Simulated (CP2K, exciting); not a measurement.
**Na: energy against volume and a worked fit**

```
CELL_PARAMETERS angstrom
3.70832 0.00000 0.00000
-1.23611 3.49624 0.00000
-1.23611 -1.74812 3.02783
ATOMIC_POSITIONS crystal
Na 0.00000 0.00000 0.00000
```

The cell was scaled at fixed shape and fractions and run with CP2K, POTENTIAL_UZH Na GTH-PBE-q1; TZVP-MOLOPT-PBE-GTH basis; PBE, k mesh 9 × 9 × 9 on the cell of 1 atom, fermi-dirac occupations of 0.05 eV, no spin polarisation, no spin-orbit coupling. Energies are those that the program minimises, any entropy of the smearing included. For a metal such a mesh isn't converged to the digits shown.

```csv
V (Å³/atom),energy over the lowest row (meV/atom)
36.9010,1.805
37.6861,0.498
38.4712,0.000
39.2564,0.235
40.0415,1.143
40.8266,?
41.6117,4.756
```

**Question.** Fit the third-order Birch-Murnaghan form, give V0, B0 and B′, and predict the energy left open.

**Answer.** With y = (V0/V)^(2/3), E = E0 + (9 V0 B0/16) [(y - 1)³ B′ + (y - 1)² (6 - 4y)]. Least squares through the rows shown give V0 = 38.6016 Å³/atom, E0 = -0.011 meV, B0 = 7.271 GPa (1 eV/Å³ = 160.218 GPa) and B′ = 3.40, with a largest miss of 0.001 meV. At V = 40.8266 the form with these constants gives 2.668 meV; the run gave 2.675 meV an atom. Other set-ups at this level, from all their volumes (Å³/atom, GPa): exciting, all-electron LAPW+lo, shipped species files, valence relativity iora*: V0 37.066, B0 8.334.
